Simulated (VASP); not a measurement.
# V3Si (Pm-3n) in VASP: a series of runs

One crystal, V3Si, is run at these levels: PBE; tasks: single point.

Everything below comes from runs of VASP 6.6.1. Logs are shortened: lines on timing, memory, paths and dates and some standing lists are left out, and cuts for length are marked.

**1. The crystal as given**

The structure is cubic, space group Pm-3n (No. 223). Conventional cell: a = 4.738 Å, b = 4.738 Å, c = 4.738 Å, α = 90.00°, β = 90.00°, γ = 90.00°. Si (site symmetry m-3) has 12 V at 2.65 Å as nearest neighbours. V (site symmetry -4m2) has 2 V at 2.37 Å and 4 Si at 2.65 Å as nearest neighbours.

**2. Single point, PBE, collinear spin, typed start**

Input file INCAR:

```
PREC = Accurate
ENCUT = 520
EDIFF = 1E-7
ISMEAR = -1
SIGMA = 0.05
LREAL = F
LASPH = T
NELM = 150
ALGO = Normal
ISIF = 2
LWAVE = F
LCHARG = F
ISPIN = 2
MAGMOM = 0 0 2 2 2 2 2 2
LORBIT = 11
LMAXMIX = 4
GGA = PE
NBANDS = 57
```

Input file KPOINTS:

```
Automatic mesh
0
Gamma
  5 5 5
```

Input file POSCAR:

```
V3Si
1.0
    4.7380000000      0.0000000000      0.0000000000
    0.0000000000      4.7380000000      0.0000000000
    0.0000000000      0.0000000000      4.7380000000
Si V
2 6
Direct
    0.0000000000      0.0000000000      0.0000000000
    0.5000000000      0.5000000000      0.5000000000
    0.2500000000      0.0000000000      0.5000000000
    0.5000000000      0.7500000000      0.0000000000
    0.7500000000      0.0000000000      0.5000000000
    0.5000000000      0.2500000000      0.0000000000
    0.0000000000      0.5000000000      0.7500000000
    0.0000000000      0.5000000000      0.2500000000
```

Potentials or basis: VASP PAW PBE potentials, release 64 (Si, V_sv).

On the command line:

```sh
> cat potpaw_PBE.64/Si/POTCAR potpaw_PBE.64/V_sv/POTCAR > POTCAR
> mpirun -np 1 vasp_std > vasp.out
```

OUTCAR:

```text
PREC = Accurate
   ENCUT = 520
   EDIFF = 1E-7
   ISMEAR = -1
   LREAL = F
   LASPH = T
   NELM = 150
   ISIF = 2
   ISPIN = 2
   LORBIT = 11
   GGA = PE

 ion  position               nearest neighbor table
   1  0.000  0.000  0.000-   3 2.65   4 2.65   5 2.65   6 2.65   7 2.65   8 2.65   3 2.65   5 2.65
                             7 2.65   8 2.65   4 2.65   6 2.65
   2  0.500  0.500  0.500-   3 2.65   4 2.65   5 2.65   6 2.65   7 2.65   8 2.65   4 2.65   6 2.65
                             3 2.65   5 2.65   7 2.65   8 2.65
   3  0.250  0.000  0.500-   5 2.37   5 2.37   1 2.65   1 2.65   2 2.65   2 2.65   8 2.90   4 2.90
                             4 2.90   6 2.90   6 2.90   7 2.90   8 2.90   7 2.90
   4  0.500  0.750  0.000-   6 2.37   6 2.37   1 2.65   2 2.65   2 2.65   1 2.65   8 2.90   5 2.90
                             3 2.90   5 2.90   3 2.90   7 2.90   7 2.90   8 2.90
   5  0.750  0.000  0.500-   3 2.37   3 2.37   1 2.65   1 2.65   2 2.65   2 2.65   8 2.90   4 2.90
                             4 2.90   6 2.90   6 2.90   7 2.90   8 2.90   7 2.90
   6  0.500  0.250  0.000-   4 2.37   4 2.37   1 2.65   2 2.65   2 2.65   1 2.65   8 2.90   3 2.90
                             3 2.90   5 2.90   5 2.90   7 2.90   7 2.90   8 2.90
   7  0.000  0.500  0.750-   8 2.37   8 2.37   1 2.65   2 2.65   1 2.65   2 2.65   3 2.90   4 2.90
                             5 2.90   3 2.90   5 2.90   6 2.90   4 2.90   6 2.90
   8  0.000  0.500  0.250-   7 2.37   7 2.37   1 2.65   2 2.65   1 2.65   2 2.65   3 2.90   4 2.90
                             5 2.90   3 2.90   5 2.90   6 2.90   4 2.90   6 2.90

  LATTYP: Found a simple cubic cell.
 ALAT       =     4.7380000000

  Lattice vectors:

 A1 = (   4.7380000000,   0.0000000000,   0.0000000000)
 A2 = (   0.0000000000,   4.7380000000,   0.0000000000)
 A3 = (   0.0000000000,   0.0000000000,   4.7380000000)

Analysis of symmetry for initial positions (statically):
=====================================================================
 Subroutine PRICEL returns:
 Original cell was already a primitive cell.

 Routine SETGRP: Setting up the symmetry group for a
 simple cubic supercell.

 Subroutine GETGRP returns: Found 48 space group operations
 (whereof 24 operations were pure point group operations)
 out of a pool of 48 trial point group operations.

The static configuration has the point symmetry T_h .
 The point group associated with its full space group is O_h .

Analysis of symmetry for dynamics (positions and initial velocities):
=====================================================================
 Subroutine PRICEL returns:
 Original cell was already a primitive cell.

 Routine SETGRP: Setting up the symmetry group for a
 simple cubic supercell.

 Subroutine GETGRP returns: Found 48 space group operations
 (whereof 24 operations were pure point group operations)
 out of a pool of 48 trial point group operations.

The dynamic configuration has the point symmetry T_h .
 The point group associated with its full space group is O_h .

Analysis of structural, dynamic, and magnetic symmetry:
=====================================================================
 Subroutine PRICEL returns:
 Original cell was already a primitive cell.

 Routine SETGRP: Setting up the symmetry group for a
 simple cubic supercell.

 Subroutine GETGRP returns: Found 48 space group operations
 (whereof 24 operations were pure point group operations)
 out of a pool of 48 trial point group operations.

The overall configuration has the point symmetry T_h .
 The point group associated with its full space group is O_h .

 Subroutine INISYM returns: Found 48 space group operations
 (whereof 24 operations are pure point group operations),
 and found     1 'primitive' translations

----------------------------------------------------------------------------------------

                                     Primitive cell

  volume of cell :     106.3617

  direct lattice vectors                    reciprocal lattice vectors
     4.738000000  0.000000000  0.000000000     0.211059519  0.000000000  0.000000000
     0.000000000  4.738000000  0.000000000     0.000000000  0.211059519  0.000000000
     0.000000000  0.000000000  4.738000000     0.000000000  0.000000000  0.211059519

  length of vectors
     4.738000000  4.738000000  4.738000000     0.211059519  0.211059519  0.211059519

[... 68 lines left out ...]
   PREC   = accura    normal or accurate (medium, high low for compatibility)
   ISTART =      0    job   : 0-new  1-cont  2-samecut
   ICHARG =      2    charge: 1-file 2-atom 10-const
   ISPIN  =      2    spin polarized calculation?
   LNONCOLLINEAR =      F non collinear calculations
   LSORBIT =      F    spin-orbit coupling
   LASPH  =      T    aspherical Exc in radial PAW
   ENCUT  =  520.0 eV  38.22 Ry    6.18 a.u.   8.81  8.81  8.81*2*pi/ulx,y,z
   NELM   =    150;   NELMIN=  2; NELMDL= -5     # of ELM steps
   EDIFF  = 0.1E-06   stopping-criterion for ELM
   LREAL  =      F    real-space projection
   EDIFFG = 0.1E-05   stopping-criterion for IOM
   NSW    =      0    number of steps for IOM
   IBRION =     -1    ionic relax: 0-MD 1-quasi-New 2-CG
   NFREE  =      0    steps in history (QN), initial steepest desc. (CG)
   ISIF   =      2    stress and relaxation
   ISYM   =      2    0-nonsym 1-usesym 2-fastsym
   POTIM  = 0.5000    time-step for ionic-motion
   TEBEG  =    0.0;   TEEND  =   0.0 temperature during run
   PSTRESS=    0.0 pullay stress
   NELECT =      86.0000    total number of electrons
   NUPDOWN=      -1.0000    fix difference up-down
   EMIN   =  10.00;   EMAX   =-10.00  energy-range for DOS
   EFERMI =   0.00;   METHOD = LEGACY
   ISMEAR =    -1;   SIGMA  =   0.05  broadening in eV -4-tet -1-fermi 0-gaus
   EFERMI_NEDOS =   21; number of points for ismear=-14 and -15
   IALGO  =     38    algorithm
   IMIX   =      4    mixing-type and parameters
     AMIX     =   0.40;   BMIX     =  1.00
     AMIX_MAG =   1.60;   BMIX_MAG =  1.00
  volume/ion in A,a.u.               =      13.30        89.72
  Fermi-wavevector in a.u.,A,eV,Ry     =   1.525150  2.882116 31.648279  2.326083
  Thomas-Fermi vector in A             =   2.633360
   LORBIT       =     11    0 simple, 1 ext, 2 COOP (PROOUT), +10 PAW based schemes
   GGA     = PE    functional components
   LHFCALC =     F    Hartree Fock is set to
   AEXX    =    0.0000 exact exchange contribution
   IVDW    =     0    specifies the selected vdW correction
   LEPSILON=     F    determine dielectric tensor
   LRPA    =     F    only Hartree local field effects (RPA)
 spin polarized calculation
  energy-cutoff  :      520.00
  volume of cell :      106.36
 maximum number of plane-waves:      2897
 NGX is ok and might be reduce to    36
   NGX = 17   NGY = 17   NGZ = 17

 number of electron      86.0000000 magnetization      12.0000000

 number of electron      86.0000091 magnetization       0.0009019

 Free energy of the ion-electron system (eV)
  ---------------------------------------------------
  ext. energy  EPLUGINS =         0.00000000
  ---------------------------------------------------
  free energy    TOTEN  =       -68.54271656 eV

  energy without entropy =      -68.42880052  energy(sigma->0) =      -68.48575854

 E-fermi :  10.0295     XC(G=0): -12.6012

 val. band max:       10.0274924384   @ k =   0.4000   0.4000   0.2000
 cond. band min:      10.0451605604   @ k =   0.2000   0.0000   0.0000
 fundamental gap:      0.0176681220
 Fermi energy:        10.0295065315

 spin component 1

 k-point     1 :       0.0000    0.0000    0.0000
  band No.  band energies     occupation
      1     -53.7882      1.00000
      2     -53.7187      1.00000
      3     -53.7187      1.00000
      4     -53.5207      1.00000
      5     -53.5207      1.00000
      6     -53.5207      1.00000
[... 569 lines left out ...]
     54      12.3334      0.00000
     55      12.3334      0.00000
 Fermi energy:        10.0295065315

 spin component 2

 k-point     1 :       0.0000    0.0000    0.0000
  band No.  band energies     occupation
      1     -53.7881      1.00000
      2     -53.7186      1.00000
      3     -53.7186      1.00000
      4     -53.5206      1.00000
      5     -53.5206      1.00000
      6     -53.5206      1.00000
[... 569 lines left out ...]
     54      12.3335      0.00000
     55      12.3335      0.00000
 [bands above 55 left out]

------------------------ aborting loop because EDIFF is reached ----------------------------------------

  FORCE on cell =-STRESS in cart. coord.  units (eV):
  Direction    XX          YY          ZZ          XY          YZ          ZX
  --------------------------------------------------------------------------------------
  -------------------------------------------------------------------------------------
  Total       -2.6282058     -2.6282058     -2.6282058      0.0000000     -0.0000000      0.0000000
  in kB      -39.5899345    -39.5899345    -39.5899345      0.0000000     -0.0000000      0.0000000
  external PRESSURE =     -39.5899345 kB  Pullay stress =       0.0000000 kB

 VOLUME and BASIS-vectors are now :
 -----------------------------------------------------------------------------
  energy-cutoff  :      520.00
  volume of cell :      106.36
      direct lattice vectors                 reciprocal lattice vectors
     4.738000000  0.000000000  0.000000000     0.211059519  0.000000000  0.000000000
     0.000000000  4.738000000  0.000000000     0.000000000  0.211059519  0.000000000
     0.000000000  0.000000000  4.738000000     0.000000000  0.000000000  0.211059519

 POSITION                                       TOTAL-FORCE (eV/Angst)
 -----------------------------------------------------------------------------------
      0.00000      0.00000      0.00000        -0.000000      0.000000     -0.000000
      2.36900      2.36900      2.36900        -0.000000      0.000000     -0.000000
      1.18450      0.00000      2.36900        -0.000000     -0.000000      0.000000
      2.36900      3.55350      0.00000         0.000000      0.000000      0.000000
      3.55350      0.00000      2.36900         0.000000     -0.000000      0.000000
      2.36900      1.18450      0.00000        -0.000000     -0.000000     -0.000000
      0.00000      2.36900      3.55350         0.000000     -0.000000      0.000000
      0.00000      2.36900      1.18450        -0.000000     -0.000000     -0.000000
 -----------------------------------------------------------------------------------
    total drift:                                0.000000      0.000000     -0.000000

  FREE ENERGIE OF THE ION-ELECTRON SYSTEM (eV)
  ---------------------------------------------------
  free  energy   TOTEN  =       -68.5427165646 eV

  energy  without entropy=      -68.4288005200  energy(sigma->0) =      -68.48575854

 total charge

# of ion       s       p       d       tot
------------------------------------------
    1        0.724   0.941   0.000   1.666
    2        0.724   0.941   0.000   1.666
    3        2.294   6.227   3.129  11.649
    4        2.294   6.227   3.129  11.649
    5        2.294   6.227   3.129  11.649
    6        2.294   6.227   3.129  11.649
    7        2.294   6.227   3.129  11.649
    8        2.294   6.227   3.129  11.649
--------------------------------------------------
tot         15.212  39.243  18.773  73.227

 magnetization (x)

# of ion       s       p       d       tot
------------------------------------------
    1       -0.000  -0.000   0.000  -0.000
    2       -0.000  -0.000   0.000  -0.000
    3        0.000   0.000   0.000   0.000
    4        0.000   0.000   0.000   0.000
    5        0.000   0.000   0.000   0.000
    6        0.000   0.000   0.000   0.000
    7        0.000   0.000   0.000   0.000
    8        0.000   0.000   0.000   0.000
--------------------------------------------------
tot         -0.000   0.000   0.001   0.001
```

It took 72 s on 1 thread of Intel Xeon 6975P-C (Granite Rapids), shared host; peak memory 0.28 GiB.

Results:

```
Free energy                                           : -68.5427 eV
Pressure                                              : -4.0 GPa
Band gap on the k mesh                                : none (metal or under the smearing width)
Net moment                                            : 0.00 μB per cell
Valence electrons inside the program's atomic spheres : Si 1.67; V 11.65
```

**3. Single point, PBE**

Input file INCAR:

```
ALGO = Normal ; EDIFF = 1E-7
ENCUT = 520 ; GGA = PE
ISIF = 2 ; ISMEAR = -1
LASPH = T ; LCHARG = T
LELF = T ; LREAL = F
LVHAR = T ; LWAVE = F
NBANDS = 53 ; NELM = 100
PREC = Accurate ; SIGMA = 0.05
```

Input file KPOINTS:

```
k-points
0
Gamma
  5 5 5
```

POSCAR is that of step 2.

Potentials or basis: VASP PAW PBE potentials, release 64 (Si, V_sv).

On the command line:

```sh
> cat potpaw_PBE.64/Si/POTCAR potpaw_PBE.64/V_sv/POTCAR > POTCAR
> mpirun -np 1 vasp_std > vasp.out
```

Wall time 26 s (1 thread of Intel Xeon 6975P-C (Granite Rapids), shared host); peak memory 0.21 GiB.

It converged, with:

```yaml
Free_energy: -68.5427 eV
Pressure: -4.0 GPa
Band_gap_on_the_k_mesh: none (metal or under the smearing width)
```

Levels at points of the mesh, in eV from the Fermi level:
| k point | band 41 | band 42 | band 43 | band 44 | band 45 | band 46 | band 47 | band 48 |
| --- | --- | --- | --- | --- | --- | --- | --- | --- |
| (0.00, 0.00, 0.00) | -0.57 | -0.57 | -0.01 | -0.01 | 1.95 | 1.95 | 1.95 | 2.57 |
